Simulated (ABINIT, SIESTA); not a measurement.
This is a calculation of ZrC for SIESTA 5.4.2. Atoms were shifted at random by some hundredths of an Å from the given cell, which wasn't relaxed again for these runs. The cell comes from a database or a generator and needn't be the stable form of this composition.

ZrC.fdf

```
SystemName                      ZrC
SystemLabel                     ZrC
NumberOfSpecies                 2
NumberOfAtoms                   4
%block ChemicalSpeciesLabel
  1  40 Zr
  2   6 C
%endblock ChemicalSpeciesLabel

LatticeConstant                 1.0 Ang
%block LatticeVectors
     3.3914762718     0.0000000000     0.0000000000
    -1.6957381359     2.9371046077     0.0000000000
     0.0000000000     0.0000000000     5.2900530000
%endblock LatticeVectors
AtomicCoordinatesFormat         Fractional
%block AtomicCoordinatesAndAtomicSpecies
     0.6564960000     0.3361750000     0.7457770000  1  Zr
     0.3534290000     0.6814770000     0.2533850000  1  Zr
    -0.0106820000    -0.0085700000     0.5010310000  2  C
     0.0019040000    -0.0091580000    -0.0024290000  2  C
%endblock AtomicCoordinatesAndAtomicSpecies

%block kgrid.MonkhorstPack
    9   0   0  0.0
    0   9   0  0.0
    0   0   5  0.0
%endblock kgrid.MonkhorstPack
XC.Functional                   GGA
XC.Authors                      PBEsol
PAO.BasisSize                   DZP
PAO.EnergyShift                 0.003 Ry
Mesh.Cutoff                     800 Ry
OccupationFunction              FD
ElectronicTemperature           0.05 eV
MaxSCFIterations                120
SCF.MustConverge                false
SCF.Mixer.Method                Pulay
SCF.Mixer.Weight                0.25
SCF.Mixer.History               8
SCF.DM.Tolerance                5.0e-05
SCF.H.Tolerance                 1.0e-03 eV
WriteForces                     true
Charge.Mulliken                 end
%block PAO.Basis
  Zr 5
  n=4 0 2
    3.497 0.000
  n=5 0 2
    8.986 0.000
  n=4 1 2
    4.065 0.000
  n=5 1 1
    8.986
  n=4 2 2
    7.326 0.000
%endblock PAO.Basis
```

Potentials or basis: PseudoDojo 0.4 standard (PBEsol files), converted to PSML, two zetas on semicore shells, DZP (energy shift 0.003 Ry; two zetas on semicore shells).

Run with:

```bash
$ siesta ZrC.fdf > ZrC.out 2>&1
```

Task: Set up the same calculation for ABINIT 10.8.3 (patched build). Potentials or basis there: PseudoDojo NC SR PBEsol v0.4.1 standard, cutoff 1116 eV.

Result: As run (cutoffs and basis follow the program's own potentials, and thresholds, step limits or extra output files can differ):

File run.abi:

```
# Pseudopotentials
pp_dirpath "./"
pseudos "Zr.upf, C.upf"

# Structure
acell 3.3914762718 3.3914762718 5.290053 Angstrom
rprim
     1.0000000000     0.0000000000     0.0000000000
    -0.5000000000     0.8660254038     0.0000000000
     0.0000000000     0.0000000000     1.0000000000
ntypat 2
znucl 40 6
natom 4
typat 1 1 2 2
xcart
     3.1301911809     1.8658799380     7.4553472351
     0.0813329235     3.7824176769     2.5330268420
    -0.0409981255    -0.0475662707     5.0086823280
     0.0415492962    -0.0508298609    -0.0242821090
chkprim 0
chksymtnons 0
tolsym 1.0e-6

# Plane-wave basis
ecut 41.0

# k points
kptopt 1
ngkpt 9 9 5
nshiftk 1
shiftk 0.0 0.0 0.0

# Exchange and correlation
ixc -116133

# Bands and occupations
nband 20
occopt 3
tsmear 0.00183747

# SCF cycle
nstep 100
tolvrs 1.0e-10

# Output
iomode 3
prtwf 0
prteig 0
prtebands 0
enunit 2
prtden 1
prtvha 1
prtvclmb 1
prtpot 1
prtelf 1
```

Potentials or basis: PseudoDojo NC SR PBEsol v0.4.1 standard.

Launch:

```console
$ abinit run.abi > log 2>&1
```

Both were run:

|  | SIESTA | ABINIT |
| --- | --- | --- |
| Pressure | -5.0 GPa | -7.0 GPa |
| Largest force | 1.334 eV/Å | 1.271 eV/Å |

Pressure is positive in compression.
